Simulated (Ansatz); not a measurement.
Crystal: CO2.

```
CELL_PARAMETERS angstrom
5.62000 0.00000 0.00000
0.00000 5.62000 0.00000
0.00000 0.00000 5.62000
ATOMIC_POSITIONS crystal
O 0.16700 0.33300 0.66700
O 0.33300 0.66700 0.16700
O 0.66700 0.16700 0.33300
O 0.83300 0.83300 0.83300
O 0.83300 0.66700 0.33300
O 0.66700 0.33300 0.83300
O 0.33300 0.83300 0.66700
O 0.16700 0.16700 0.16700
C 0.00000 0.50000 0.50000
C 0.50000 0.50000 0.00000
C 0.50000 0.00000 0.50000
C 0.00000 0.00000 0.00000
```

Base run:

```yaml
Program: Ansatz 0.2.0
Functional: LDA
Potentials_or_basis: Ansatz PAW
Cutoff: "420 eV (not typed: the program's choice for these potentials)"
k_mesh: 5 × 5 × 5
Occupations: fermi-dirac, width 0.05 eV
Spin: no spin polarisation
```

Its results: band gap on the k mesh 1.14 eV, direct; pressure -43.4 GPa; largest force 10.214 eV/Å.

The run is repeated on the same cell with these changes: functional from LDA to r2SCAN; cutoff from 420 eV (not typed: the program's choice for these potentials) to 500 eV (not typed: the program's choice for these potentials). What comes out?

Band gap on the k mesh 1.70 eV, direct; pressure -41.2 GPa; largest force 10.432 eV/Å.

r2SCAN gives the wider gap, since meta-GGAs in the generalised Kohn-Sham scheme recover part of the derivative discontinuity.

Caveats: a pressure of tens of GPa on the cell as given is suspect, and the run, the potentials or the cell itself is likely at fault; the PAW data sets come from PBE, with cores solved anew for the run's functional, which leaves a small shift of forces and pressure; forces of over 1 eV/Å show positions far from the minimum, so gaps and moduli don't describe the material at rest.
